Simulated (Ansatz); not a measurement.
A relaxation computed with Ansatz, from input to last step.

```yaml
crystal:
  lattice:
    - [4.8995982029, 0.0, 0.0]
    - [0.0, 4.8995982029, 0.0]
    - [0.0, 0.0, 3.2090088775]
  atoms:
    - { symbol: Sn, position: [0.5, 0.5, 0.5] }
    - { symbol: Sn, position: [0.0, 0.0, 0.0] }
    - { symbol: O, position: [0.1934234767, 0.8065765233, 0.5] }
    - { symbol: O, position: [0.8065765233, 0.1934234767, 0.5] }
    - { symbol: O, position: [0.3065765233, 0.3065765233, 0.0] }
    - { symbol: O, position: [0.6934234767, 0.6934234767, 0.0] }
basis:
  ecutwfc: 420
kpoints:
  mp_grid: { grid: [6, 6, 8] }
hamiltonian:
  xc: pbe
scf:
  occupations: { method: gaussian, width: 0.02 }
output:
  forces: true
  stress: true
  eigenvalues: true
relax:
  adjacent_minimum: "off"
  f_tol: 0.008
  max_steps: 40
  cell: { stress_tol: 0.015, fix: [a, b, gamma] }
```

```bash
ansatz run input.yaml --threads 1 --pin off --max-ram 2560MiB --backend cpu --events-out ev --progress --plain --runs-dir out
```

Method: DFT PBE, scalar-relativistic, plane waves, PAW (Ansatz 0.2.0).

Of 7 frames 6 are shown, positions in Å and forces in eV/Å; the SCF threshold varies from step to step. Steps run on the plane waves of an earlier cell, with a Pulay correction in the pressure. The basis is chosen afresh for the last frame, the zero of the energies, and at times for earlier ones too; energy and pressure step there, also at an unchanged geometry.

```xyz
6
Lattice="4.8996 0.0000 0.0000 0.0000 4.8996 0.0000 0.0000 0.0000 3.2090" Properties=species:S:1:pos:R:3:forces:R:3 pbc="T T T" step=1 free_energy_over_end_meV_per_atom=0.05 pressure_GPa=-2.65
Sn    2.4498    2.4498    1.6045    0.0000    0.0000    0.0000
Sn    0.0000    0.0000    0.0000    0.0000    0.0000    0.0000
O     0.9477    3.9519    1.6045   -0.0353    0.0353    0.0000
O     3.9519    0.9477    1.6045    0.0353   -0.0353    0.0000
O     1.5021    1.5021    0.0000    0.0353    0.0353    0.0000
O     3.3975    3.3975    0.0000   -0.0353   -0.0353    0.0000
6
Lattice="4.8996 0.0000 0.0000 0.0000 4.8996 0.0000 0.0000 0.0000 3.2092" Properties=species:S:1:pos:R:3:forces:R:3 pbc="T T T" step=2 free_energy_over_end_meV_per_atom=0.01 pressure_GPa=-2.59
Sn    2.4498    2.4498    1.6046    0.0000    0.0000    0.0000
Sn    0.0000    0.0000    0.0000    0.0000    0.0000    0.0000
O     0.9463    3.9533    1.6046   -0.0104    0.0104    0.0000
O     3.9533    0.9463    1.6046    0.0104   -0.0104    0.0000
O     1.5035    1.5035    0.0000    0.0104    0.0104    0.0000
O     3.3961    3.3961    0.0000   -0.0104   -0.0104    0.0000
6
Lattice="4.8996 0.0000 0.0000 0.0000 4.8996 0.0000 0.0000 0.0000 3.2070" Properties=species:S:1:pos:R:3:forces:R:3 pbc="T T T" step=3 free_energy_over_end_meV_per_atom=-0.04 pressure_GPa=-2.42
Sn    2.4498    2.4498    1.6035    0.0000    0.0000    0.0000
Sn    0.0000    0.0000    0.0000    0.0000    0.0000    0.0000
O     0.9459    3.9537    1.6035    0.0002   -0.0002    0.0000
O     3.9537    0.9459    1.6035   -0.0002    0.0002    0.0000
O     1.5039    1.5039    0.0000   -0.0002   -0.0002    0.0000
O     3.3957    3.3957    0.0000    0.0002    0.0002    0.0000
6
Lattice="4.8996 0.0000 0.0000 0.0000 4.8996 0.0000 0.0000 0.0000 3.2076" Properties=species:S:1:pos:R:3:forces:R:3 pbc="T T T" step=4 free_energy_over_end_meV_per_atom=-0.03 pressure_GPa=-2.46
Sn    2.4498    2.4498    1.6038    0.0000    0.0000    0.0000
Sn    0.0000    0.0000    0.0000    0.0000    0.0000    0.0000
O     0.9459    3.9537    1.6038    0.0002   -0.0002    0.0000
O     3.9537    0.9459    1.6038   -0.0002    0.0002    0.0000
O     1.5039    1.5039    0.0000   -0.0002   -0.0002    0.0000
O     3.3957    3.3957    0.0000    0.0002    0.0002    0.0000
6
Lattice="4.8996 0.0000 0.0000 0.0000 4.8996 0.0000 0.0000 0.0000 3.2076" Properties=species:S:1:pos:R:3:forces:R:3 pbc="T T T" step=5 free_energy_over_end_meV_per_atom=0.00 pressure_GPa=-2.46
Sn    2.4498    2.4498    1.6038    0.0000    0.0000    0.0000
Sn    0.0000    0.0000    0.0000    0.0000    0.0000    0.0000
O     0.9459    3.9537    1.6038    0.0002   -0.0002    0.0000
O     3.9537    0.9459    1.6038   -0.0002    0.0002    0.0000
O     1.5039    1.5039    0.0000   -0.0002   -0.0002    0.0000
O     3.3957    3.3957    0.0000    0.0002    0.0002    0.0000
6
Lattice="4.8996 0.0000 0.0000 0.0000 4.8996 0.0000 0.0000 0.0000 3.2074" Properties=species:S:1:pos:R:3:forces:R:3 pbc="T T T" step=7 free_energy_over_end_meV_per_atom=0.00 pressure_GPa=-2.45
Sn    2.4498    2.4498    1.6037    0.0000    0.0000    0.0000
Sn    0.0000    0.0000    0.0000    0.0000    0.0000    0.0000
O     0.9459    3.9537    1.6037    0.0000    0.0000    0.0000
O     3.9537    0.9459    1.6037    0.0000    0.0000    0.0000
O     1.5039    1.5039    0.0000    0.0000    0.0000    0.0000
O     3.3957    3.3957    0.0000    0.0000    0.0000    0.0000
```

It took 26 s on 1 thread of Intel(R) Xeon(R) 6975P-C (Granite Rapids), on a shared host, peak memory 0.47 GiB.